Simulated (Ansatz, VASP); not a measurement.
**One calculation of Nb, two programs**

```
CELL_PARAMETERS angstrom
2.71964 0.00000 0.00000
0.00000 2.71964 0.00000
0.00000 0.00000 2.71964
ATOMIC_POSITIONS crystal
Nb 0.50000 0.50000 0.50000
```

The cell was built by a generator and needn't be a form met in nature.

Alike in both runs: task relaxation of cell and atoms; functional LDA; k mesh 7 × 7 × 7; occupations fermi-dirac, width 0.05 eV; spin-orbit coupling, no magnetisation.

|  | VASP | Ansatz |
| --- | --- | --- |
| version | VASP 6.6.1 | Ansatz 0.2.0 |
| potentials or method | VASP PAW LDA potentials, release 64 (Nb_sv) | Ansatz PAW |
| plane-wave cutoff (eV) | 600 | 420 |
| valence electrons in the cell | 13 | 13 |

|  | VASP | Ansatz | Ansatz less VASP |
| --- | --- | --- | --- |
| gap on the k mesh at the Fermi level, each at its own relaxed structure (eV) | none | none | - |
| relaxed volume (Å³/atom) | 18.93 | 18.93 | -0.009 |
| relaxed cell length with the largest relative difference (Å) | 2.665 | 2.665 | -0.0004 |
| energy change over the relaxation (meV/atom) | -32 | -32 | +0.5 |

A gap of «none» marks a metal or a gap that the smearing closes.

Caveats: the plane-wave basis is chosen anew once the cell has moved, so the energies of steps on either side of that aren't comparable (Ansatz); the PAW data sets come from PBE, with cores solved anew for the run's functional, which leaves a small shift of forces and pressure (Ansatz).
